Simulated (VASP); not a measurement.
MgSi: single point with PBEsol

MgSi:

```
CELL_PARAMETERS angstrom
1.50251 -5.42602 0.00000
1.50251 5.42602 0.00000
0.00000 0.00000 4.34018
ATOMIC_POSITIONS crystal
Si 0.55785 0.41962 0.74593
Si 0.44416 0.58904 0.24505
Mg 0.17247 0.83235 0.25736
Mg 0.81333 0.15666 0.75889
```

The cell comes from a database or a generator and needn't be the stable form of this composition.

The cell isn't the ideal one: atoms moved at random, drawn with an rms of 0.05 Å.

```yaml
Program: VASP 6.6.1
Task: single point
Functional: PBEsol
Potentials_or_basis: VASP PAW PBE potentials, release 64 (Si, Mg)
Cutoff: 520 eV
k_mesh: 9 × 9 × 6
Occupations: fermi-dirac, width 0.05 eV
Spin: no spin polarisation
```

The pressure is -1.4 GPa, the largest force is 0.362 eV/Å and the band gap on the k mesh is none (metal or under the smearing width).

Forces on the atoms (eV/Å):
```
Si   0.115  0.194  0.118
Si  -0.198 -0.256  0.162
Mg  -0.087  0.299 -0.113
Mg   0.169 -0.238 -0.167
```

Stress tensor (GPa, compression positive):
```
-2.01  0.16 -0.08
 0.16 -1.22 -0.05
-0.08 -0.05 -0.92
```

Levels at points of the mesh, in eV from the Fermi level:
```tsv
k point	band 4	band 5	band 6	band 7	band 8	band 9
(0.00, 0.00, 0.00)	-3.82	-2.22	0.85	2.25	2.45	2.78
(0.00, 0.00, 0.50)	-4.14	-2.71	-2.70	4.84	4.86	5.50
```

Wall time 100 s on 1 thread of Intel(R) Xeon(R) 6975P-C (Granite Rapids), on a shared host, peak memory 0.39 GiB.

Caveat: the PAW data sets were made with another functional, which shifts forces and pressure a little.
